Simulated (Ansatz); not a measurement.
Zone-centre phonons of Si at 35 GPa: input and output

These are results of Ansatz 0.2.0, DFT PBE, scalar-relativistic, plane waves, PAW, not measurements.

Launched with:
```bash
ansatz run input.yaml --threads 1 --pin off --max-ram 3072MiB --backend cpu --events-out ev --progress --plain --runs-dir out
```

Input (bare energies are in eV):
```yaml
crystal:
  lattice:
    - [0.0, 2.524987071, 2.524987071]
    - [2.524987071, 0.0, 2.524987071]
    - [2.524987071, 2.524987071, 0.0]
  atoms:
    - { symbol: Si, position: [0.5, 0.5, 0.5] }
    - { symbol: Si, position: [0.75, 0.75, 0.75] }
basis:
  ecutwfc: 420
kpoints:
  mp_grid: { grid: [12, 12, 12] }
hamiltonian:
  xc: pbe
scf:
  occupations: { method: gaussian, width: 0.01 }
output:
  eigenvalues: true
phonons:
  method: dfpt
  eigenvectors: true
```

Results section of the output:
```
--- Phonons (Γ-DFPT): 1 representative perturbation + reference, on 163 of 1728 k-points (Σ response iterations 3) ---
  k mesh reduced under 8 symmetry operations, with k and −k counted as one. Each operation leaves every solved displacement unchanged or reverses it
  ASR residual: 6.932e-6 → 0.000e0 eV/Å²; symmetrization residual: 2.487e-14 eV/Å²
  ASR residual per site (eV/Å²): 6.93e-6 6.93e-6
  Γ frequencies (cm⁻¹): 0.00 0.00 0.00 636.02 636.02 636.02
  non-analytic LO–TO correction: not included (Born effective charges unavailable; polar crystals: no LO–TO splitting at Γ)
```

Time: 6.1 s on 1 thread of Arm Neoverse V2, on a shared host, peak memory 0.4 GiB.

The real crystal has changed phase below this pressure. The bands were filled as in an insulator; under compression the gap may have closed between mesh points.